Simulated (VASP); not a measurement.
Input of a VASP 6.6.1 run:

Contents of INCAR:

```
PREC = Accurate
ENCUT = 520
EDIFF = 1E-7
ISMEAR = -1
SIGMA = 0.05
LREAL = False
LASPH = True
NELM = 80
ALGO = Normal
ISIF = 2
LWAVE = False
LCHARG = False
GGA = PS
NBANDS = 26
```

The input KPOINTS:

```
regular mesh
0
Gamma
  11 11 11
```

The input POSCAR:

```
NbAs
1.0
   -1.7258500000      1.7258500000      5.8400000000
    1.7258500000     -1.7258500000      5.8400000000
    1.7258500000      1.7258500000     -5.8400000000
Nb As
2 2
Direct
    0.5064570000     -0.0011570000      0.5128730000
    0.7511050000      0.7596630000      0.0070210000
    0.8934080000      0.4210190000      0.4965690000
    0.1596040000      0.1701210000      0.0020040000
```

Potentials or basis: VASP PAW PBE potentials, release 64 (Nb_sv, As).

The run is started by

```sh
$ cat potpaw_PBE.64/Nb_sv/POTCAR potpaw_PBE.64/As/POTCAR > POTCAR
$ mpirun -np 1 vasp_std > vasp.out
```

Problem. Predict the largest force.

Solution. 1.509 eV/Å.

Problem. Estimate the pressure.

Solution. -1.3 GPa.

Stress tensor (GPa, compression positive):
```
-0.55 -0.24  0.21
-0.24 -3.85 -0.52
 0.21 -0.52  0.55
```

Caveat: the PAW data sets were made with another functional, which shifts forces and pressure a little.
